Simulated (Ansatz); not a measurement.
PbTe and the effect of the strain (εxy = 0.5 s)

```
Pb Te
1.0
     0.00000    3.23100    3.23100
     3.23100    0.00000    3.23100
     3.23100    3.23100    0.00000
Pb Te
1 1
Direct
  0.00000 0.00000 0.00000
  0.50000 0.50000 0.50000
```

Kept alike: task band structure; functional PBEsol; k mesh 6 × 6 × 6; occupations fermi-dirac, width 0.05 eV; no spin polarisation. Program: Ansatz, Ansatz PAW, cutoff 420 eV. The mesh is that of the run's cell of 2 atoms. No spin-orbit coupling.

| s | band gap (eV) | stress xy (GPa) | free energy over the lowest row (meV/atom) |
| --- | --- | --- | --- |
| -0.04 | 0.454 | 0.59 | 2.45 |
| -0.02 | 0.565 | 0.29 | 0.61 |
| -0.01 | 0.616 | 0.15 | 0.15 |
| 0 | 0.665 | 0.00 | 0.00 |
| 0.01 | 0.616 | -0.15 | 0.15 |
| 0.02 | 0.565 | -0.29 | 0.61 |
| 0.04 | 0.454 | -0.59 | 2.45 |

Stress is positive in compression, with a Pulay correction for the finite cutoff. The cell shown is the unstrained one; x, y and z are its Cartesian axes; atoms keep their fractions. Spin-orbit coupling, left out here, moves the band edges of heavy atoms and can close or invert small gaps. Shear stress takes the same sign, opposite to σ = Cε, so its slope is minus the stiffness. Gaps are the smaller of the mesh's and the band path's. All rows use potentials made for PBE.

What does the strain (εxy = 0.5 s) change here?

The band gap runs from 0.454 (-0.04; 0.04) to 0.665 eV (0). The stress xy falls from 0.59 to -0.59 GPa between -0.04 and 0.04. A parabola through the five rows nearest s = 0 has a slope of -15 GPa per unit of s at s = 0, so the stiffness that links it to this strain is about 15 GPa; the fractions stay fixed. The free energy is lowest at 0, and 2.45 meV an atom higher at -0.04; 0.04.
